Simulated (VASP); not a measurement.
## HfO2: single point with PBE

The system is HfO2.

```
CELL_PARAMETERS angstrom
5.11800 0.00000 0.00000
0.00000 5.18570 0.00000
-0.85866 0.00000 5.21387
ATOMIC_POSITIONS crystal
Hf 0.27550 0.46030 0.70800
Hf 0.72450 0.96030 0.79200
Hf 0.72450 0.53970 0.29200
Hf 0.27550 0.03970 0.20800
O 0.07420 0.16840 0.84670
O 0.92580 0.66840 0.65330
O 0.92580 0.83160 0.15330
O 0.07420 0.33160 0.34670
O 0.44870 0.74190 0.98010
O 0.55130 0.24190 0.51990
O 0.55130 0.25810 0.01990
O 0.44870 0.75810 0.48010
```

* Program: VASP 6.6.1
* Task: single point
* Functional: PBE
* Potentials or basis: VASP PAW PBE potentials, release 64 (Hf_pv, O)
* Cutoff: 520 eV
* k mesh: 5 × 5 × 5
* Occupations: gaussian, width 0.012 eV
* Spin: no spin polarisation
* Further INCAR settings: ALGO = Fast; EDIFF = 1e-06

- Pressure: 2.6 GPa
- Largest force: 0.458 eV/Å
- Band gap on the k mesh: 4.16 eV, indirect (least direct gap 4.23 eV)

Forces on the atoms (eV/Å):
```
Hf   0.159 -0.018  0.030
Hf  -0.159 -0.018 -0.030
Hf  -0.159  0.018 -0.030
Hf   0.159  0.018  0.030
O   -0.404 -0.180 -0.118
O    0.404 -0.180  0.118
O    0.404  0.180  0.118
O   -0.404  0.180 -0.118
O   -0.114  0.032 -0.079
O    0.114  0.032  0.079
O    0.114 -0.032  0.079
O   -0.114 -0.032 -0.079
```

Stress tensor (GPa, compression positive):
```
2.69 0.00 0.27
0.00 1.96 0.00
0.27 0.00 3.28
```

Levels at points of the mesh, in eV from the valence-band top:
| k point | band 41 | band 42 | band 43 | band 44 | band 45 | band 46 | band 47 | band 48 |
| --- | --- | --- | --- | --- | --- | --- | --- | --- |
| (0.00, 0.00, 0.00) | -0.54 | -0.52 | -0.17 | 0.00 | 4.54 | 5.10 | 5.28 | 5.50 |

Run time: 6.3 min on 1 thread of Intel(R) Xeon(R) Platinum 8259CL CPU @ 2.50GHz (Skylake/Cascade Lake), on a shared host, peak memory 0.37 GiB.

The gap isn't set beside the measured one, since this odd mesh misses points on the zone boundary.

Caveat: spin-orbit coupling is left out, which moves the levels of the heavy elements; an odd mesh through Γ misses points on the zone boundary, where band edges often lie.
